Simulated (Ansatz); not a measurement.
Start from InN in the zinc blende structure (space group F-43m, No. 216; a = 5.000 Å). Axes: x, y, z lie along the cube axes.

Calculations: r2SCAN (Ansatz, a quantum-chemistry and plane-wave program; PAW; 500 eV plane waves; no spin-orbit coupling), earlier PAW set.

Base values:

The pressure is 0.0 GPa and the shortest interatomic distance is 4.091 bohr. The band gap comes out as zero.

The change: uniaxial strain ε_xx = −5.62 %, all other strain components held at zero; the atoms relax in the strained cell.

Q: What happens to the pressure?

A: The pressure (mean of the normal stresses, compression positive) goes from zero to 8.9 GPa.

Q: How does this affect the energy relative to the base?

A: The energy rises by 28 meV/atom.

Q: How does this affect the shortest interatomic distance?

A: The shortest interatomic distance shrinks by 0.075 bohr to 4.016 bohr.

Q: How does this affect the band gap?

A: The band gap stays zero.

Stability against distortions was not tested. The final runs are not spin-polarised. Gaps under 0.05 eV, about the width of the smearing, are given as zero. This is not the structure that InN has at room temperature and ambient pressure. A zero or small gap of InN can be the functional's error rather than a property of the material.
